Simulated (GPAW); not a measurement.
SiGe: relaxation of cell and atoms with PBEsol

The system is SiGe.

```
CELL_PARAMETERS angstrom
3.90445 0.00000 0.00000
-1.95223 3.38135 0.00000
0.00000 0.00000 6.45078
ATOMIC_POSITIONS crystal
Ge 0.33333 0.66667 0.00039
Ge 0.66667 0.33333 0.50039
Si 0.33333 0.66667 0.37461
Si 0.66667 0.33333 0.87461
```

The cell comes from a database or a generator and needn't be the stable form of this composition.

- Program: GPAW 26.7.0
- Task: relaxation of cell and atoms
- Functional: PBEsol
- Potentials or basis: PAW data sets generated in the run's folder for this functional
- Cutoff: 600 eV
- Basis: pw
- k mesh: 7 × 7 × 4
- Occupations: fermi-dirac, width 0.05 eV
- Spin: no spin polarisation
- Target pressure: 30 GPa
- Maxiter: 150
- Optimizer: BFGS
- Fmax: 0.02 eV/Å
- Max steps: 60
- Target pressure: 30 GPa
- Convergence: density=1e-05 forces=0.0001

- Relaxed volume: 17.10 Å³/atom
- Relaxed cell: a = 3.623 Å, b = 3.623 Å, c = 6.017 Å, α = 90.00°, β = 90.00°, γ = 120.00°
- Space group after relaxing (to 0.05 Å): P6_3mc (No. 186)
- Energy change on relaxing (the enthalpy is what falls): +330.4 meV/atom
- Ionic steps: 9
- Pressure after relaxing: 30.0 GPa
- Largest force after relaxing: 0.007 eV/Å
- Band gap on the k mesh: none (metal or under the smearing width)

Forces in eV/Å, atoms in the order of the input:
```
Ge   0.000  0.000 -0.007
Ge   0.000  0.000 -0.007
Si   0.000  0.000  0.007
Si   0.000  0.000  0.007
```

The path:
| step | energy change (eV) | largest force (eV/Å) | pressure (GPa) | volume (Å³) |
| --- | --- | --- | --- | --- |
| 1 | 0.0000 | 0.0136 | 0.38 | 85.17 |
| 2 | 0.0499 | 0.0263 | 4.27 | 81.65 |
| 3 | 0.9920 | 0.0605 | 24.79 | 70.33 |
| 4 | 1.3703 | 0.0395 | 30.78 | 68.14 |
| 5 | 1.3193 | 0.0282 | 29.99 | 68.41 |
| 6 | 1.3166 | 0.0200 | 29.95 | 68.43 |
| 7 | 1.3121 | 0.0283 | 29.86 | 68.45 |
| 8 | 1.3164 | 0.0255 | 29.92 | 68.42 |
| 9 | 1.3215 | 0.0069 | 30.00 | 68.40 |

Final structure:
```
CELL_PARAMETERS angstrom
3.62286 0.00000 0.00000
-1.81143 3.13748 0.00000
0.00000 0.00000 6.01723
ATOMIC_POSITIONS crystal
Ge 0.33333 0.66667 0.00163
Ge 0.66667 0.33333 0.50163
Si 0.33333 0.66667 0.37337
Si 0.66667 0.33333 0.87337
```

Levels at points of the mesh, in eV from the Fermi level:
| k point | band 4 | band 5 | band 6 | band 7 | band 8 | band 9 | band 10 | band 11 | band 12 | band 13 |
| --- | --- | --- | --- | --- | --- | --- | --- | --- | --- | --- |
| (0.00, 0.00, 0.00) | -1.90 | -1.90 | -0.49 | 0.10 | 0.10 | 1.17 | 1.95 | 1.95 | 2.35 | 4.48 |
| (0.00, 0.00, 0.50) | -5.24 | -1.14 | -1.14 | -1.14 | -1.14 | 2.00 | 2.00 | 3.13 | 3.13 | 3.13 |

It took 2.3 min on 1 thread of Arm Neoverse V2 (shared host), peak memory 0.3 GiB.

Caveat: later steps reuse the first step's grids; the volume moved by over 15 % at a fixed basis, so the end points are rough.
